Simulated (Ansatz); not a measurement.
# BaTiO3 (Pm-3m): a soft mode frozen in, part 2 of 3

Which phase does BaTiO3 (Pm-3m) fall into along its unstable mode, and how much energy does it gain?

Ansatz 0.2.0; DFT PBEsol, scalar-relativistic, plane waves, PAW.

So far. Step 4 (The mode frozen in, largest atomic shift 0.08 Å): The run ends at a pressure of 2.17 GPa, with forces up to 0.12 eV/Å. Step 5 (Energy along the mode, all amplitudes (two of the runs …): The lowest of the steps tried is at 0.08 Å, 2.89 meV/atom below the parent; the bottom of the well need not coincide with a step.

## (6) Relaxing from the distorted cell

Starting from the lowest point found, all atoms and the cell are let go, so that strain and other modes of the same symmetry can join in.

input.yaml

```yaml
crystal:
  lattice:
    - [3.9698861529, 0.0, 0.0]
    - [0.0, 3.9698861529, 0.0]
    - [0.0, 0.0, 3.9698861529]
  atoms:
    - { symbol: Ba, position: [0.5001541479, 0.4998458521, 0.4998458521] }
    - { symbol: Ti, position: [0.0106876709, -0.0106876709, -0.0106876709] }
    - { symbol: O, position: [0.4839688978, 0.0086340962, 0.0086340962] }
    - { symbol: O, position: [-0.0086340962, 0.5160311022, 0.0086340962] }
    - { symbol: O, position: [-0.0086340962, 0.0086340962, 0.5160311022] }
kpoints:
  mp_grid: { grid: [8, 8, 8] }
hamiltonian:
  xc: pbesol
scf:
  occupations: { method: fixed }
output:
  forces: true
  stress: true
  eigenvalues: true
relax:
  adjacent_minimum: "off"
  f_tol: 0.002
  max_steps: 120
  cell: { stress_tol: 0.03 }
```

The run is started by

```sh
$ ansatz run input.yaml --threads 4 --pin off --max-ram 7168MiB --backend cpu --events-out ev --progress --plain --runs-dir out
```

Numbers of over 12 decimals in the logs are rounded to 6 here.

Log:

```text
[...]
Crystal: 5 atoms, lattice volume = 62.565 Å³
Basis set: ecut = 420 eV, 1237 PW (Γ), exchange–correlation on 54×54×54 points (8 copies of the dense FFT grid, shifted against one another)
Bands: 25, of which v1, the nominal top of the filled ones, is band 20 counted from 1 (19 counted from 0)
Symmetry: 6 space group operations
[...]
k-points: 65 of 512 (time reversal used)
[...]
SCF iter   1: F=—  HF=-10027.510482 eV  |F-HF|=—  |Δ(HF+E_count)|=         —  Δρ=1.70e-2  dr2=1.54e-1  ethr=1.77e-3  ⟨swp⟩=4.6  Hψ=6904  notcnv=0  defer=148
[...]
SCF iter   7: F=-10027.476987 eV  HF=-10027.476987 eV  |F-HF|=2.35e-9  |Δ(HF+E_count)|=   2.53e-8  Δρ=6.40e-6  dr2=2.13e-8  ethr=2.50e-10  ⟨swp⟩=11.1  Hψ=9541  notcnv=0
SCF 1 converged in 7 iterations: F = -10027.476987 eV  dr2 = 2.13e-8
[...]
relax step   1: F+E_penalty+E_count = -10027.47698694 eV  Δ(F+E_penalty+E_count) = +0.000e0 eV  max|allowed force component| = 1.007e-1 eV/Å  Δτ_max = 0.0000 Å  P = +2.172 GPa  Ω = 62.565 Å³  (7 SCF iters, dr2 threshold 1.00e-7 eV, accepted)
Crystal: 5 atoms, lattice volume = 63.323 Å³
[...]
iter 1 solved again at ethr=3.02e-6 eV; its pass at ethr=3.10e-3 eV (dr2=1.21e-3 eV) is discarded
[...]
SCF iter   6: F=-10027.479785 eV  HF=-10027.479785 eV  |F-HF|=3.48e-9  |Δ(HF+E_count)|=   1.07e-7  Δρ=3.32e-6  dr2=6.31e-9  ethr=1.25e-9  ⟨swp⟩=8.8  Hψ=9235  notcnv=0
SCF 2 converged in 6 iterations: F = -10027.479785 eV  dr2 = 6.31e-9
relax step   2: F+E_penalty+E_count = -10027.47978515 eV  Δ(F+E_penalty+E_count) = -2.798e-3 eV  max|allowed force component| = 4.709e-2 eV/Å  Δτ_max = 0.0086 Å  P = -0.070 GPa  Ω = 63.323 Å³  energy of the carried Pulay correction = -2.865e-3 eV  (6 SCF iters, dr2 threshold 5.00e-7 eV, accepted)
Crystal: 5 atoms, lattice volume = 63.355 Å³
[...]
SCF iter   5: F=-10027.479882 eV  HF=-10027.479882 eV  |F-HF|=4.27e-9  |Δ(HF+E_count)|=   6.17e-8  Δρ=1.10e-5  dr2=4.63e-8  ethr=1.25e-9  ⟨swp⟩=9.2  Hψ=9388  notcnv=0
SCF 3 converged in 5 iterations: F = -10027.479882 eV  dr2 = 4.63e-8
relax step   3: F+E_penalty+E_count = -10027.47988170 eV  Δ(F+E_penalty+E_count) = -9.654e-5 eV  max|allowed force component| = 3.993e-2 eV/Å  Δτ_max = 0.0056 Å  P = -0.195 GPa  Ω = 63.355 Å³  energy of the carried Pulay correction = -2.988e-3 eV  (5 SCF iters, dr2 threshold 5.00e-7 eV, accepted)
[... from here on, the SCF cycles and remarks between the steps are left out ...]
relax step   4: F+E_penalty+E_count = -10027.48027151 eV  Δ(F+E_penalty+E_count) = -3.898e-4 eV  max|allowed force component| = 2.737e-2 eV/Å  Δτ_max = 0.0033 Å  P = -0.051 GPa  Ω = 63.317 Å³  energy of the carried Pulay correction = -2.845e-3 eV  (5 SCF iters, dr2 threshold 3.13e-7 eV, accepted)
relax step   5: F+E_penalty+E_count = -10027.47952907 eV  Δ(F+E_penalty+E_count) = +7.424e-4 eV  max|allowed force component| = 3.768e-2 eV/Å  Δτ_max = 0.0152 Å  P = +0.075 GPa  Ω = 63.493 Å³  energy of the carried Pulay correction = -3.505e-3 eV  (6 SCF iters, dr2 threshold 4.68e-8 eV, rejected (line search))
relax step   6: F+E_penalty+E_count = -10027.48022263 eV  Δ(F+E_penalty+E_count) = +4.887e-5 eV  max|allowed force component| = 3.502e-3 eV/Å  Δτ_max = 0.0070 Å  P = -0.027 GPa  Ω = 63.414 Å³  energy of the carried Pulay correction = -3.207e-3 eV  (9 SCF iters, accepted)
relax step   7: F+E_penalty+E_count = -10027.48023157 eV  Δ(F+E_penalty+E_count) = -8.931e-6 eV  max|allowed force component| = 2.890e-4 eV/Å  Δτ_max = 0.0009 Å  P = -0.003 GPa  Ω = 63.414 Å³  energy of the carried Pulay correction = -3.208e-3 eV  (6 SCF iters, dr2 threshold 3.01e-9 eV, accepted)
relax step   8: F+E_penalty+E_count = -10027.48401581 eV  Δ(F+E_penalty+E_count) = -3.784e-3 eV  max|allowed force component| = 2.958e-4 eV/Å  Δτ_max = 0.0000 Å  P = +0.094 GPa  Ω = 63.414 Å³  stress off target by 1.12e-1 GPa  SCF on the basis re-selected at this cell (its energy is not comparable with the rows above)  (6 SCF iters)
relax step   9: F+E_penalty+E_count = -10027.48361968 eV  Δ(F+E_penalty+E_count) = +3.961e-4 eV  max|allowed force component| = 5.272e-3 eV/Å  Δτ_max = 0.0013 Å  P = -0.139 GPa  Ω = 63.517 Å³  energy of the carried Pulay correction = -3.846e-4 eV  (5 SCF iters, dr2 threshold 3.14e-8 eV, rejected (line search))
relax step  10: F+E_penalty+E_count = -10027.48385483 eV  Δ(F+E_penalty+E_count) = +1.610e-4 eV  max|allowed force component| = 1.377e-4 eV/Å  Δτ_max = 0.0009 Å  P = +0.002 GPa  Ω = 63.461 Å³  energy of the carried Pulay correction = -1.761e-4 eV  (7 SCF iters, accepted)
[...]
SCF iter   7: F=-10027.483991 eV  HF=-10027.483991 eV  |F-HF|=3.64e-12  |Δ(HF+E_count)|=  3.64e-12  Δρ=1.03e-7  dr2=3.87e-12  ethr=1.00e-12  ⟨swp⟩=11.8  Hψ=10456  notcnv=0
SCF 11 converged in 7 iterations: F = -10027.483991 eV  dr2 = 3.87e-12
relax step  11: F+E_penalty+E_count = -10027.48399113 eV  Δ(F+E_penalty+E_count) = -1.363e-4 eV  max|allowed force component| = 1.327e-4 eV/Å  Δτ_max = 0.0000 Å  P = +0.004 GPa  Ω = 63.461 Å³  stress off target by 6.46e-3 GPa  SCF on the basis re-selected at this cell (its energy is not comparable with the rows above)  (7 SCF iters)
[...]
SCF converged after 7 iterations
Free energy (F): -10027.483991 eV
[...]
Internal energy: -10027.483991 eV  (E = F + TS)
E sigma→0 (E₀):  -10027.483991 eV
Fermi energy:    10.259870 eV
[...]
--- Forces (eV/Å), atoms counted from 1 ---
  atom   1  Ba    -0.00003623     0.00003623     0.00003623
  atom   2  Ti     0.00013274    -0.00013274    -0.00013274
  atom   3  O      0.00000357     0.00005002     0.00005002
  atom   4  O     -0.00005002    -0.00000357     0.00005002
  atom   5  O     -0.00005002     0.00005002    -0.00000357
  max |Σ_I F_I| component: 4.26e-8 eV/Å
--- Stress (GPa, compression-positive) ---
        0.004169      -0.001146      -0.001146
       -0.001146       0.004169       0.001146
       -0.001146       0.001146       0.004169
  P = ⅓ Tr σ = 0.0042 GPa (0.042 kbar)
--- Band table (eV; the first three rows and the last of 65) ---
  k-point 0: bands = [... 16 lower, 9.1336, 9.8208, 9.9482, 9.9482, 12.5739, 12.5739, 12.7232, 14.8177, ... 1 higher]
  k-point 1: bands = [... 16 lower, 9.0282, 9.5395, 9.8690, 9.8996, 12.6077, 12.8331, 12.8535, 14.8161, ... 1 higher]
  k-point 2: bands = [... 16 lower, 8.7723, 9.0562, 9.6539, 9.6962, 12.6668, 13.3286, 13.4083, 14.8109, ... 1 higher]
  k-point 64: bands = [... 16 lower, 7.9770, 10.2426, 10.2426, 10.2599, 14.6759, 14.8020, 14.8020, 16.9626, ... 1 higher]
--- Relaxed structure (9 steps of the walk, 7 accepted, 2 SCFs on fresh bases) ---
  F+E_penalty+E_count = -10027.48399113 eV   max|allowed force component| = 1.327e-4 eV/Å   (the final SCF, on the basis selected at the relaxed cell)
  cell:  # Å, volume = 63.4612 Å³
    - [3.988748, -0.00459962, -0.00459962]
    - [-0.00459962, 3.988748, 0.00459962]
    - [-0.00459962, 0.00459962, 3.988748]
  atoms:
    - { symbol: Ba, position: [0.501685, 0.498315, 0.498315] }
    - { symbol: Ti, position: [0.012714, -0.012714, -0.012714] }
    - { symbol: O, position: [0.483530, 0.010193, 0.010193] }
    - { symbol: O, position: [-0.010193, 0.516470, 0.010193] }
    - { symbol: O, position: [-0.010193, 0.010193, 0.516470] }
```

It took 1.8 min on 4 threads of Arm Neoverse N1, shared host; peak memory 0.49 GiB; 4.6 min of CPU time.

Step by step:

| step | energy less that of the first step (eV) | largest force component (eV/Å) | pressure (GPa) | volume (Å³) |
| --- | --- | --- | --- | --- |
| 1 | 0.0000 | 0.1007 | 2.17 | 62.57 |
| 2 | -0.0028 | 0.0471 | -0.07 | 63.32 |
| 3 | -0.0029 | 0.0399 | -0.19 | 63.36 |
| 4 | -0.0033 | 0.0274 | -0.05 | 63.32 |
| 5 | -0.0025 | 0.0377 | 0.07 | 63.49 |
| 6 | -0.0032 | 0.0035 | -0.03 | 63.41 |
| 7 | -0.0032 | 0.0003 | 0.00 | 63.41 |
| 8* | -0.0070 | 0.0003 | 0.09 | 63.41 |
| 9 | -0.0066 | 0.0053 | -0.14 | 63.52 |
| 10 | -0.0069 | 0.0001 | 0.00 | 63.46 |
| 11* | -0.0070 | 0.0001 | 0.00 | 63.46 |

Relaxation steps marked * repeat the geometry before them on a plane-wave basis chosen anew for their cell, so energy and pressure can jump there. Relaxation steps 5, 9 were tried and not accepted.

The run keeps the 6 symmetry operations that it works with, so distortions that break them were not tested.

| conventional cell, symmetrised | before | after | change |
| --- | --- | --- | --- |
| a (Å) | 5.614 | 5.634 | +0.4 % |
| b (Å) | 5.614 | 5.634 | +0.4 % |
| c (Å) | 6.876 | 6.925 | +0.7 % |
| volume (Å³/atom) | 12.51 | 12.69 | +1.4 % |

The atoms that moved most (Å, as changes of fractional coordinates times the final cell):

| atom | dx | dy | dz | length |
| --- | --- | --- | --- | --- |
| Ti2 | 0.008 | -0.008 | -0.008 | 0.014 |
| Ba1 | 0.006 | -0.006 | -0.006 | 0.011 |
| O3 | -0.002 | 0.006 | 0.006 | 0.009 |
| O5 | -0.006 | 0.006 | 0.002 | 0.009 |
| O4 | -0.006 | 0.002 | 0.006 | 0.009 |

Final coordinates:

```xyz
5
Lattice="3.9887 -0.0046 -0.0046 -0.0046 3.9887 0.0046 -0.0046 0.0046 3.9887" Properties=species:S:1:pos:R:3 pbc="T T T"
Ba    1.9965    1.9876    1.9876
Ti    0.0508   -0.0508   -0.0508
O     1.9286    0.0385    0.0385
O    -0.0431    2.0602    0.0431
O    -0.0431    0.0431    2.0602
```

This step gave:

- pressure: 0.004169 GPa
- gap on the k-mesh: 2.314 eV
- volume per atom: 12.69 Å³

The distorted start has space group R3m; the relaxation ends in R3m.

## (7) The new phase in its own primitive cell

The relaxed structure is symmetrised, reduced to its primitive cell and relaxed tightly, as its phonons need.

input.yaml

```yaml
crystal:
  lattice:
    - [2.8172185745, 1.6265219023, 2.3082161074]
    - [-2.8172185745, 1.6265219023, 2.3082161074]
    - [0.0, -3.2530438047, 2.3082161074]
  atoms:
    - { symbol: Ba, position: [0.5016853974, 0.5016853974, 0.5016853974] }
    - { symbol: Ti, position: [0.0127139817, 0.0127139817, 0.0127139817] }
    - { symbol: O, position: [0.9898067691, 0.9898067691, 0.4835296069] }
    - { symbol: O, position: [0.4835296069, 0.9898067691, 0.9898067691] }
    - { symbol: O, position: [0.9898067691, 0.4835296069, 0.9898067691] }
kpoints:
  mp_grid: { grid: [6, 6, 6] }
hamiltonian:
  xc: pbesol
scf:
  occupations: { method: fixed }
output:
  forces: true
  stress: true
  eigenvalues: true
relax:
  adjacent_minimum: "off"
  f_tol: 0.001
  max_steps: 60
  cell: { stress_tol: 0.01 }
```

Log:

```text
[...]
Crystal: 5 atoms, lattice volume = 63.461 Å³
Basis set: ecut = 420 eV, 1237 PW (Γ), exchange–correlation on 54×54×54 points (8 copies of the dense FFT grid, shifted against one another)
Bands: 25, of which v1, the nominal top of the filled ones, is band 20 counted from 1 (19 counted from 0)
Symmetry: 6 space group operations
[...]
k-points: 32 of 216 (time reversal used)
[...]
cell:  # Å, volume = 63.4665 Å³
    - [2.817257, 1.626544, 2.308345]
    - [-2.817257, 1.626544, 2.308345]
    - [0, -3.253088, 2.308345]
  atoms:
    - { symbol: Ba, position: [0.501708, 0.501708, 0.501708] }
    - { symbol: Ti, position: [0.012760, 0.012760, 0.012760] }
    - { symbol: O, position: [0.989783, 0.989783, 0.483509] }
    - { symbol: O, position: [0.483509, 0.989783, 0.989783] }
    - { symbol: O, position: [0.989783, 0.483509, 0.989783] }
[key lines of the parts left out:]
SCF converged after 10 iterations
Free energy (F): -10027.484022 eV
Fermi energy:    10.258336 eV
P = ⅓ Tr σ = -0.0004 GPa (-0.004 kbar)
```

Wall time 26 s (4 threads); peak memory 0.44 GiB; 73 s of CPU time.

Little changed from the start: no atom moved by 0.005 Å and no cell edge by 0.1 %.

Numbers from this step:

| Quantity | Value |
| --- | --- |
| pressure | -3.80e-4 GPa |
| gap on the k-mesh | 2.316 eV |
| direct gap on mesh | 2.629 eV |

The largest force component left is 0.046 meV/Å and the pressure is 0.000 GPa, within the tolerances set. The cell now holds 12.69 Å³/atom.

[end of part 2 of 3]

[Logs are printed without paths, hosts, clocks, repeated set-up lines and the standing remarks that a program may print on its own settings, such as how far it seeks lower states.]

[Hosts, paths, dates, database ids (printed as entryN), source tags and the programs' standing remarks are cut or masked in the printed files.]
